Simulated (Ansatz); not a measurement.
The system is Ti.

```
Ti
1.0
    -1.64100    1.64100    1.64100
     1.64100   -1.64100    1.64100
     1.64100    1.64100   -1.64100
Ti
1
Direct
  0.00000 0.00000 0.00000
```

This isn't the form of Ti at room conditions, which is hcp.

```yaml
Program: Ansatz 0.2.0
Task: relaxation of cell and atoms
Functional: BLYP
Dispersion: D3(BJ)
Potentials_or_basis: all-electron LAPW, scalar-relativistic
Basis_error_allowed: 0.001 eV/atom
k_mesh: 11 × 11 × 11
Occupations: fermi-dirac, width 0.05 eV
Spin: no spin polarisation
```

At the start: volume 17.68 Å³/atom.

Question: Where does the relaxation end?

Answer: Over 5 steps the energy falls by 110.9 meV/atom and the volume is 15.32 Å³/atom (-13.3 %); space group Im-3m (No. 229, to 0.05 Å).

Step by step:
```tsv
step	energy change (eV)	largest force (eV/Å)	volume (Å³)
1	0.0000	0.0000	17.68
2	-0.1106	0.0000	15.21
3	-0.1109	0.0000	15.34
4	-0.1109	0.0000	15.32
5	-0.1109	0.0000	15.32
```

Final structure:
```cif
data_structure
_symmetry_space_group_name_H-M 'P 1'
_symmetry_Int_Tables_number 1
_cell_length_a 2.7101
_cell_length_b 2.7101
_cell_length_c 2.7101
_cell_angle_alpha 109.471
_cell_angle_beta 109.471
_cell_angle_gamma 109.471
_cell_volume 15.32
loop_
_atom_site_label
_atom_site_type_symbol
_atom_site_fract_x
_atom_site_fract_y
_atom_site_fract_z
_atom_site_occupancy
Ti1 Ti 0.00000 0.00000 0.00000 1
```

Caveat: the volume moved by -13 % from the deposited cell, more than functionals usually miss.
